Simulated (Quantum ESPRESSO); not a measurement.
# InAs (F-43m) in Quantum ESPRESSO: a series of runs, part 2 of 2

Quantum ESPRESSO 7.5. The steps go on from the part before.

## Step 4: Single point, PBE

scf.in

```
&CONTROL
  calculation = 'scf'
  prefix = 'pwscf'
  outdir = './tmp'
  pseudo_dir = './pseudo'
/
&SYSTEM
  ibrav = 0
  nat = 2
  ntyp = 2
  ecutwfc = 84
  nbnd = 21
  occupations = 'smearing'
  smearing = 'fd'
  degauss = 0.00367493
  force_symmorphic = .true.
/
&ELECTRONS
  conv_thr = 4d-10
  electron_maxstep = 120
  mixing_beta = 0.5
/
ATOMIC_SPECIES
In   114.8180 In.upf
As    74.9216 As.upf
CELL_PARAMETERS angstrom
   0.0000000000    3.0180000000    3.0180000000
   3.0180000000    0.0000000000    3.0180000000
   3.0180000000    3.0180000000    0.0000000000
ATOMIC_POSITIONS crystal
In     0.0000000000    0.0000000000    0.0000000000
As     0.7500000000    0.7500000000    0.7500000000
K_POINTS automatic
8 8 8 0 0 0
```

nscf.in

```
&CONTROL
  calculation = 'nscf'
  prefix = 'pwscf'
  outdir = './tmp'
  pseudo_dir = './pseudo'
/
&SYSTEM
  ibrav = 0
  nat = 2
  ntyp = 2
  ecutwfc = 84
  nbnd = 44
  occupations = 'smearing'
  smearing = 'fd'
  degauss = 0.00367493
  force_symmorphic = .true.
/
&ELECTRONS
  conv_thr = 1d-08
  diago_full_acc = .true.
  diago_thr_init = 1d-06
/
ATOMIC_SPECIES
In   114.8180 In.upf
As    74.9216 As.upf
CELL_PARAMETERS angstrom
   0.0000000000    3.0180000000    3.0180000000
   3.0180000000    0.0000000000    3.0180000000
   3.0180000000    3.0180000000    0.0000000000
ATOMIC_POSITIONS crystal
In     0.0000000000    0.0000000000    0.0000000000
As     0.7500000000    0.7500000000    0.7500000000
K_POINTS automatic
4 4 4 0 0 0
```

Potentials or basis: PseudoDojo 0.4.1 SR PBE standard.

The run is started by

```bash
OMP_NUM_THREADS=1 pw.x -in scf.in > scf.out
OMP_NUM_THREADS=1 pw.x -in nscf.in > nscf.out
```

scf.out:

```text
This program is part of the open-source Quantum ESPRESSO suite
     for quantum simulation of materials; please cite
[... 9 lines left out ...]
     --------------------
     sticks:   dense  smooth     PW     G-vecs:    dense   smooth      PW
     Sum        1507    1507    433                38709    38709    5985

     Using Slab Decomposition

     bravais-lattice index     =            0
     lattice parameter (alat)  =       8.0655  a.u.
     unit-cell volume          =     371.0089 (a.u.)^3
     number of atoms/cell      =            2
     number of atomic types    =            2
     number of electrons       =        28.00
     number of Kohn-Sham states=           21
     kinetic-energy cutoff     =      84.0000  Ry
     charge density cutoff     =     336.0000  Ry
     scf convergence threshold =      4.0E-10
     mixing beta               =       0.5000
     number of iterations used =            8  plain     mixing
     Exchange-correlation= PBE
                           (   1   4   3   4   0   0   0)

[... 281 lines left out ...]
    -6.1890  -6.1273  -1.7022   2.3159   5.8361   5.8361   9.7181  10.2391
    17.4155  17.4878  17.4878  19.8626  20.5091

          k = 0.3536 0.1768 0.0000 (  4824 PWs)   bands (ev):
[... 31 lines left out ...]
   -26.8777 -26.8777 -26.8774 -26.8692 -26.8690  -6.4232  -6.2297  -6.2107
    -6.1604  -6.1436  -1.8633   2.6408   4.9360   6.2017  11.3890  12.8934
    13.2841  15.5909  16.1385  18.0060  20.9034

          k =-0.7071 0.1768-0.0000 (  4828 PWs)   bands (ev):

   -26.8781 -26.8774 -26.8773 -26.8693 -26.8689  -6.4475  -6.2077  -6.1984
    -6.1766  -6.1330  -1.6764   2.3840   5.4990   5.5332  10.6531  11.0961
    15.5516  15.8836  17.9244  19.9097  20.2283

          k =-0.7071 0.3536 0.0000 (  4788 PWs)   bands (ev):

   -26.8777 -26.8777 -26.8773 -26.8693 -26.8690  -6.4350  -6.2243  -6.2005
    -6.1651  -6.1417  -1.6502   2.4601   5.2012   5.2849  12.4166  12.4769
    13.1984  14.2712  18.0441  19.9650  20.0166

     the Fermi energy is     8.2210 ev

!    total energy              =    -345.06999359 Ry
     estimated scf accuracy    <          2.0E-10 Ry
     smearing contrib. (-TS)   =      -0.00004033 Ry
     internal energy E=F+TS    =    -345.06995327 Ry

     The total energy is F=E-TS. E is the sum of the following terms:
     one-electron contribution =    -176.20157906 Ry
     hartree contribution      =     104.58126670 Ry
     xc contribution           =     -87.65981050 Ry
     ewald contribution        =    -185.78983041 Ry

     convergence has been achieved in   9 iterations

=------------------------------------------------------------------------------=
   JOB DONE.
=------------------------------------------------------------------------------=
```

Run time: 61 s. Hardware: 1 thread of Arm Neoverse V1, shared host; peak memory 0.11 GiB.

Results:

```
Band gap on the k mesh, mean-field level : none (metal or under the smearing width)
```

Caveat: the k mesh is coarse (spacing up to 0.45 Å⁻¹), so the values aren't converged; this crystal is a semiconductor, whose small gap the functional closes, so the metal is an error of the method.

## Step 5: Single point, PBE

scf.in

```
&CONTROL
  calculation = 'scf'
  prefix = 'pwscf'
  outdir = './tmp'
  pseudo_dir = './pseudo'
/
&SYSTEM
  ibrav = 0
  A = 4.26809653
  nat = 2
  ntyp = 2
  ecutwfc = 62
  ecutrho = 250
  nbnd = 31
  occupations = 'smearing'
  smearing = 'fd'
  degauss = 0.00367493
  force_symmorphic = .true.
/
&ELECTRONS
  conv_thr = 4d-10
  electron_maxstep = 120
  mixing_beta = 0.5
/
ATOMIC_SPECIES
In   114.8180 In.upf
As    74.9216 As.upf
CELL_PARAMETERS alat
   0.0000000000    0.7071067814    0.7071067814
   0.7071067814    0.0000000000    0.7071067814
   0.7071067814    0.7071067814    0.0000000000
ATOMIC_POSITIONS alat
In     0.0000000000    0.0000000000    0.0000000000
As     1.0606601721    1.0606601721    1.0606601721
K_POINTS automatic
8 8 8 0 0 0
```

nscf.in

```
&CONTROL
  calculation = 'nscf'
  prefix = 'pwscf'
  outdir = './tmp'
  pseudo_dir = './pseudo'
/
&SYSTEM
  ibrav = 0
  A = 4.26809653
  nat = 2
  ntyp = 2
  ecutwfc = 62
  ecutrho = 250
  nbnd = 102
  occupations = 'smearing'
  smearing = 'fd'
  degauss = 0.00367493
  force_symmorphic = .true.
/
&ELECTRONS
  conv_thr = 1d-08
  diago_full_acc = .true.
  diago_thr_init = 1d-06
/
ATOMIC_SPECIES
In   114.8180 In.upf
As    74.9216 As.upf
CELL_PARAMETERS alat
   0.0000000000    0.7071067814    0.7071067814
   0.7071067814    0.0000000000    0.7071067814
   0.7071067814    0.7071067814    0.0000000000
ATOMIC_POSITIONS alat
In     0.0000000000    0.0000000000    0.0000000000
As     1.0606601721    1.0606601721    1.0606601721
K_POINTS automatic
2 2 2 0 0 0
```

Potentials or basis: PseudoDojo 0.4 SR PBE stringent.

The run is started by

```bash
OMP_NUM_THREADS=1 pw.x -in scf.in > scf.out
OMP_NUM_THREADS=1 pw.x -in nscf.in > nscf.out
```

scf.out:

```text
This program is part of the open-source Quantum ESPRESSO suite
     for quantum simulation of materials; please cite
[... 9 lines left out ...]
     --------------------
     sticks:   dense  smooth     PW     G-vecs:    dense   smooth      PW
     Sum        1123    1111    313                24693    24357    3839

     Using Slab Decomposition

     bravais-lattice index     =            0
     lattice parameter (alat)  =       8.0655  a.u.
     unit-cell volume          =     371.0089 (a.u.)^3
     number of atoms/cell      =            2
     number of atomic types    =            2
     number of electrons       =        44.00
     number of Kohn-Sham states=           31
     kinetic-energy cutoff     =      62.0000  Ry
     charge density cutoff     =     250.0000  Ry
     scf convergence threshold =      4.0E-10
     mixing beta               =       0.5000
     number of iterations used =            8  plain     mixing
     Exchange-correlation= PBE
                           (   1   4   3   4   0   0   0)

     celldm(1)=   8.065534  celldm(2)=   0.000000  celldm(3)=   0.000000
     celldm(4)=   0.000000  celldm(5)=   0.000000  celldm(6)=   0.000000

[... 8 lines left out ...]
               b(3) = (  0.707107  0.707107 -0.707107 )

     PseudoPot. # 1 for In read from file:
     In.upf
     Pseudo is Norm-conserving + core correction, Zval = 21.0
     Generated using ONCVPSP code by D. R. Hamann
     Using radial grid of 1964 points,  6 beta functions with:
                l(1) =   0
                l(2) =   0
                l(3) =   1
                l(4) =   1
[... 33 lines left out ...]
        k(    5) = (  -0.3535534  -0.3535534   0.3535534), wk =   0.0156250
        k(    6) = (   0.1767767   0.0000000   0.0000000), wk =   0.0234375
[... 21 lines left out ...]
        k(   28) = (  -0.7071068   0.1767767   0.0000000), wk =   0.0468750
        k(   29) = (  -0.7071068   0.3535534   0.0000000), wk =   0.0234375

     Dense  grid:    24693 G-vectors     FFT dimensions: (  45,  45,  45)

     Smooth grid:    24357 G-vectors     FFT dimensions: (  45,  45,  45)

     Check: negative core charge=   -0.000693

     Initial potential from superposition of free atoms

     starting charge      43.9959, renormalised to      44.0000
     Starting wfcs are   26 randomized atomic wfcs +    5 random wfcs

     Self-consistent Calculation

     iteration #  1     ecut=    62.00 Ry     beta= 0.50
     Davidson diagonalization with overlap
     ethr =  1.00E-02,  avg # of iterations =  5.6

     Threshold (ethr) on eigenvalues was too large:
     Diagonalizing with lowered threshold

     Davidson diagonalization with overlap
     ethr =  4.95E-04,  avg # of iterations =  1.2

     total energy              =   -1008.02140300 Ry
     estimated scf accuracy    <       0.22079593 Ry
[... 43 lines left out ...]
     iteration #  8     ecut=    62.00 Ry     beta= 0.50
     Davidson diagonalization with overlap
     ethr =  4.52E-12,  avg # of iterations =  2.0

     End of self-consistent calculation

          k = 0.0000 0.0000 0.0000 (  3119 PWs)   bands (ev):

  -180.2651-121.7130-121.7130-121.7130-105.6796 -64.1515 -64.1515 -64.1515
   -26.4644 -26.4644 -26.3910 -26.3910 -26.3910  -4.7630  -4.7630  -4.7630
    -4.6374  -4.6374  -2.4232   9.2186   9.7097   9.7097   9.7097  13.6964
    13.6964  13.6964  16.7121  19.6462  19.6463  20.0075  20.0075
[... 192 lines left out ...]
  -180.2649-121.6234-121.6192-121.6192-105.6769 -64.1516 -64.1516 -64.1516
   -26.2735 -26.2732 -26.2596 -26.2253 -26.2252  -4.9390  -4.7097  -4.6850
    -4.6476  -4.6237  -0.4141   4.0171   6.6991   6.7984  13.8435  13.9918
    14.6390  15.5744  19.4971  21.3757  21.6011  22.0874  24.3116

     the Fermi energy is     9.7607 ev

!    total energy              =   -1008.03908432 Ry
     estimated scf accuracy    <          3.8E-10 Ry
     smearing contrib. (-TS)   =      -0.00004207 Ry
     internal energy E=F+TS    =   -1008.03904225 Ry

     The total energy is F=E-TS. E is the sum of the following terms:
     one-electron contribution =    -844.45501481 Ry
     hartree contribution      =     405.35225007 Ry
     xc contribution           =    -111.12378959 Ry
     ewald contribution        =    -457.81248792 Ry

     convergence has been achieved in   8 iterations

=------------------------------------------------------------------------------=
   JOB DONE.
=------------------------------------------------------------------------------=
```

nscf.out:

```text
This program is part of the open-source Quantum ESPRESSO suite
     for quantum simulation of materials; please cite
         "P. Giannozzi et al., J. Phys.:Condens. Matter 21 395502 (2009);
         "P. Giannozzi et al., J. Phys.:Condens. Matter 29 465901 (2017);
         "P. Giannozzi et al., J. Chem. Phys. 152 154105 (2020);
     in publications or presentations arising from this work. More details at
[... 142 lines left out ...]
    70.2583  70.2583  70.8787  70.8917  71.0488  71.1712  71.1712  72.7483
    73.2131  73.9531  74.1743  74.4013  74.6043  74.6043

     the Fermi energy is     9.7444 ev
     (compare with:     9.7607 eV, computed in scf)

=------------------------------------------------------------------------------=
   JOB DONE.
=------------------------------------------------------------------------------=
```

It took 47 s on 1 thread of Arm Neoverse V2, shared host; peak memory 0.09 GiB.

Results:

| Property | Result |
| --- | --- |
| Band gap on the k mesh, mean-field level | none (metal or under the smearing width) |

Levels at points of the mesh, in eV from the Fermi level:
```csv
k point,band 19,band 20,band 21,band 22,band 23,band 24,band 25,band 26
"(0.00, 0.00, 0.00)",-12.17,-0.53,-0.03,-0.03,-0.03,3.95,3.95,3.95
"(0.00, 0.00, -0.50)",-10.72,-5.86,-1.00,-1.00,0.75,4.70,4.70,6.45
"(0.00, -0.50, -0.50)",-10.21,-5.88,-2.35,-2.35,1.29,1.91,8.92,9.30
```

Caveat: the k mesh is coarse (spacing up to 0.90 Å⁻¹), so the values aren't converged; this crystal is a semiconductor, whose small gap the functional closes, so the metal is an error of the method.

## Step 6: Single point, PBE

scf.in

```
&CONTROL
  calculation = 'scf'
  prefix = 'pwscf'
  outdir = './tmp'
  pseudo_dir = './pseudo'
/
&SYSTEM
  ibrav = 0
  nat = 2
  ntyp = 2
  ecutwfc = 84
  nbnd = 21
  occupations = 'smearing'
  smearing = 'fd'
  degauss = 0.00367493
  force_symmorphic = .true.
/
&ELECTRONS
  conv_thr = 4d-10
  electron_maxstep = 120
  mixing_beta = 0.5
/
ATOMIC_SPECIES
In   114.8180 In.upf
As    74.9216 As.upf
CELL_PARAMETERS angstrom
   0.0000000000    3.0180000000    3.0180000000
   3.0180000000    0.0000000000    3.0180000000
   3.0180000000    3.0180000000    0.0000000000
ATOMIC_POSITIONS crystal
In     0.0000000000    0.0000000000    0.0000000000
As     0.7500000000    0.7500000000    0.7500000000
K_POINTS automatic
14 14 14 0 0 0
```

nscf.in

```
&CONTROL
  calculation = 'nscf'
  prefix = 'pwscf'
  outdir = './tmp'
  pseudo_dir = './pseudo'
/
&SYSTEM
  ibrav = 0
  nat = 2
  ntyp = 2
  ecutwfc = 84
  nbnd = 39
  occupations = 'smearing'
  smearing = 'fd'
  degauss = 0.00367493
  force_symmorphic = .true.
/
&ELECTRONS
  conv_thr = 1d-08
  diago_full_acc = .true.
  diago_thr_init = 1d-06
/
ATOMIC_SPECIES
In   114.8180 In.upf
As    74.9216 As.upf
CELL_PARAMETERS angstrom
   0.0000000000    3.0180000000    3.0180000000
   3.0180000000    0.0000000000    3.0180000000
   3.0180000000    3.0180000000    0.0000000000
ATOMIC_POSITIONS crystal
In     0.0000000000    0.0000000000    0.0000000000
As     0.7500000000    0.7500000000    0.7500000000
K_POINTS automatic
14 14 14 0 0 0
```

Potentials or basis: PseudoDojo 0.4.1 SR PBE standard.

The run is started by

```bash
OMP_NUM_THREADS=1 pw.x -in scf.in > scf.out
OMP_NUM_THREADS=1 pw.x -in nscf.in > nscf.out
```

Wall time 4.5 min (1 thread of Arm Neoverse V2, shared host); peak memory 0.22 GiB.

The run converged. Its results:

| Item | Value |
| --- | --- |
| Band gap on the k mesh, mean-field level | none (metal or under the smearing width) |

Levels at points of the mesh, in eV from the Fermi level:
```tsv
k point	band 12	band 13	band 14	band 15	band 16	band 17
(0.00, 0.00, 0.00)	-0.29	-0.12	-0.12	-0.12	3.81	3.81
(0.00, 0.00, -0.50)	-5.90	-1.11	-1.11	0.86	4.58	4.58
(0.00, -0.50, -0.50)	-5.97	-2.45	-2.45	1.43	1.95	9.13
```

Caveat: this crystal is a semiconductor, whose small gap the functional closes, so the metal is an error of the method.

## Step 7: Single point, PBE

scf.in

```
&CONTROL
  calculation = 'scf'
  prefix = 'pwscf'
  outdir = './tmp'
  pseudo_dir = './pseudo'
/
&SYSTEM
  ibrav = 0
  nat = 2
  ntyp = 2
  ecutwfc = 70
  nbnd = 15
  occupations = 'smearing'
  smearing = 'fd'
  degauss = 0.00367493
  force_symmorphic = .true.
/
&ELECTRONS
  conv_thr = 4d-10
  electron_maxstep = 120
  mixing_beta = 0.5
/
ATOMIC_SPECIES
In   114.8180 In_ONCV_PBE-1.2.upf
As    74.9216 As_ONCV_PBE-1.2.upf
CELL_PARAMETERS angstrom
   0.0000000000    3.0180000000    3.0180000000
   3.0180000000    0.0000000000    3.0180000000
   3.0180000000    3.0180000000    0.0000000000
ATOMIC_POSITIONS angstrom
In     0.0000000000    0.0000000000    0.0000000000
As     4.5270000000    4.5270000000    4.5270000000
K_POINTS automatic
8 8 8 0 0 0
```

nscf.in

```
&CONTROL
  calculation = 'nscf'
  prefix = 'pwscf'
  outdir = './tmp'
  pseudo_dir = './pseudo'
/
&SYSTEM
  ibrav = 0
  nat = 2
  ntyp = 2
  ecutwfc = 70
  nbnd = 209
  occupations = 'smearing'
  smearing = 'fd'
  degauss = 0.00367493
  force_symmorphic = .true.
/
&ELECTRONS
  conv_thr = 1d-08
  diago_full_acc = .true.
  diago_thr_init = 1d-06
/
ATOMIC_SPECIES
In   114.8180 In_ONCV_PBE-1.2.upf
As    74.9216 As_ONCV_PBE-1.2.upf
CELL_PARAMETERS angstrom
   0.0000000000    3.0180000000    3.0180000000
   3.0180000000    0.0000000000    3.0180000000
   3.0180000000    3.0180000000    0.0000000000
ATOMIC_POSITIONS angstrom
In     0.0000000000    0.0000000000    0.0000000000
As     4.5270000000    4.5270000000    4.5270000000
K_POINTS automatic
4 4 4 0 0 0
```

Potentials or basis: SG15 PBE 1.2.

The run is started by

```bash
OMP_NUM_THREADS=1 pw.x -in scf.in > scf.out
OMP_NUM_THREADS=1 pw.x -in nscf.in > nscf.out
```

It took 1.7 min on 1 thread of Arm Neoverse V1, shared host; peak memory 0.1 GiB.

The run converged. Its results:

```yaml
Band_gap_on_the_k_mesh_mean-field_level: none (metal or under the smearing width)
```

Levels at points of the mesh, in eV from the Fermi level:
| k point | band 7 | band 8 | band 9 | band 10 | band 11 | band 12 |
| --- | --- | --- | --- | --- | --- | --- |
| (0.00, 0.00, 0.00) | -0.21 | -0.04 | -0.04 | -0.04 | 3.88 | 3.88 |
| (0.00, 0.00, -0.50) | -5.82 | -1.03 | -1.03 | 0.93 | 4.65 | 4.65 |
| (0.00, -0.50, -0.50) | -5.89 | -2.37 | -2.37 | 1.50 | 2.02 | 9.20 |

Caveat: the k mesh is coarse (spacing up to 0.45 Å⁻¹), so the values aren't converged; this crystal is a semiconductor, whose small gap the functional closes, so the metal is an error of the method.

## Step 8: Overview

```tsv
level	potentials or basis	cell	k mesh	cutoff (eV)	k mesh of the self-consistent run	mesh quality	gap on the mesh (eV)
PBEsol	PseudoDojo 0.4.1 SR PBEsol standard	volume scaled by 1.08	4 × 4 × 4	803	8 × 8 × 8	coarse	none
PBE	SG15 PBE 1.2	volume scaled by 0.96	4 × 4 × 4	952	8 × 8 × 8	coarse	none
PBE	PseudoDojo 0.4.1 SR PBE standard	as given	4 × 4 × 4	1143	8 × 8 × 8	coarse	none
PBE	PseudoDojo 0.4 SR PBE stringent	as given	2 × 2 × 2	844	8 × 8 × 8	coarse	none
PBE	PseudoDojo 0.4.1 SR PBE standard	as given	14 × 14 × 14	1143	14 × 14 × 14	not flagged	none
PBE	SG15 PBE 1.2	as given	4 × 4 × 4	952	8 × 8 × 8	coarse	none
```

Alike in all rows: task single point; no spin polarisation; smearing fermi-dirac 0.05 eV.

Caveats: some runs use coarse meshes; this crystal is a semiconductor, whose small gap the functional closes, so the metal is an error of the method (some runs).

Absolute energies hang on the potentials; compare differences alone.

## Step 9: Comparison with measurements

Step 6. A measured gap of InAs is 0.418 eV (direct; 4.2 K; a printed reference work, data compilation); the calculated 0.00 eV misses it by -0.42 eV. Spin-orbit coupling on As, In is left out. The value is that of PBE on a finite k mesh, which can miss the band edges, without temperature or zero-point motion. Semilocal functionals fall short of measured gaps as a rule.
